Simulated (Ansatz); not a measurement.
**Si2Mo under strains and displacements**

Computed with DFT PBEsol, scalar-relativistic, plane waves, PAW (Ansatz).

Cutoff 420 eV; k points 18×18×18 on the computed 3-atom cell (Γ-centred); Gaussian smearing, width 0.10 eV; no spin polarisation.

Reference cell:

```xyz
3
Lattice="-1.6000 1.6000 3.9305 1.6000 -1.6000 3.9305 1.6000 1.6000 -3.9305" Properties=species:S:1:pos:R:3 pbc="T T T"
Si    0.0000    0.0000    2.6177
Si    0.0000    0.0000    5.2433
Mo    0.0000    0.0000    0.0000
```

Each variant moves atoms of this cell by the vectors given, if any (Å), and then applies a symmetric strain (tensor components, Cartesian axes). The reference cell isn't relaxed at this level. Energies are per atom at zero smearing, counted from the lowest variant. Pressure is positive in compression.

1. strain (xx yy zz yz xz xy, %) -2.32 -2.32 -3.82 0.00 0.00 0.00; moves: Si1 (0.000, 0.000, -0.306); Si2 (0.000, 0.000, 0.306)
2. strain (xx yy zz yz xz xy, %) -1.25 -1.25 -4.25 0.00 0.00 0.00; moves: Si1 (0.000, 0.000, -0.037); Si2 (0.000, 0.000, 0.037)
3. strain (xx yy zz yz xz xy, %) 3.03 3.03 4.53 0.00 0.00 0.00; moves: Si1 (0.000, 0.000, 0.306); Si2 (0.000, 0.000, -0.306)

```json
{"variant": "1", "ΔE (meV/atom)": "690.5", "P (GPa)": "35.63", "largest force (eV/Å)": "6.64", "space group": "I4/mmm"}
{"variant": "2", "ΔE (meV/atom)": "0.0", "P (GPa)": "14.99", "largest force (eV/Å)": "1.12", "space group": "I4/mmm"}
{"variant": "3", "ΔE (meV/atom)": "575.5", "P (GPa)": "0.11", "largest force (eV/Å)": "7.07", "space group": "I4/mmm"}
```